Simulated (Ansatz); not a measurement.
Sn, 1 atom in the cell. The structure is cubic, space group Im-3m (No. 229). The conventional cell has a = 3.789 Å, b = 3.789 Å, c = 3.789 Å, α = 90.00°, β = 90.00°, γ = 90.00°. Sn (site symmetry m-3m) has 8 Sn at 3.28 Å as nearest neighbours. This isn't the form of Sn at room conditions, which is tetragonal (white tin).

* Program: Ansatz 0.2.0
* Task: relaxation of cell and atoms
* Functional: PBEsol
* Potentials or basis: all-electron LAPW, scalar-relativistic
* Basis error allowed: 0.001 eV/atom
* k mesh: 10 × 10 × 10
* Occupations: fermi-dirac, width 0.05 eV
* Spin: no spin polarisation

Potentials or basis: all-electron LAPW, scalar-relativistic.

Launch:

```bash
$ ansatz run input.yaml --threads 1 --pin off --max-ram 3072MiB --backend cpu --events-out ev --progress --plain --runs-dir out
```

Hardware: 1 thread of Intel(R) Xeon(R) 6975P-C (Granite Rapids) (shared host).

Problem. How long does it take, and how much memory?

Solution. It took 4.9 s on 1 thread of Intel(R) Xeon(R) 6975P-C (Granite Rapids) (shared host), peak memory 0.29 GiB. Counts: scf iterations 16, plane waves 141, k points 47, bands 15, ion steps 4.
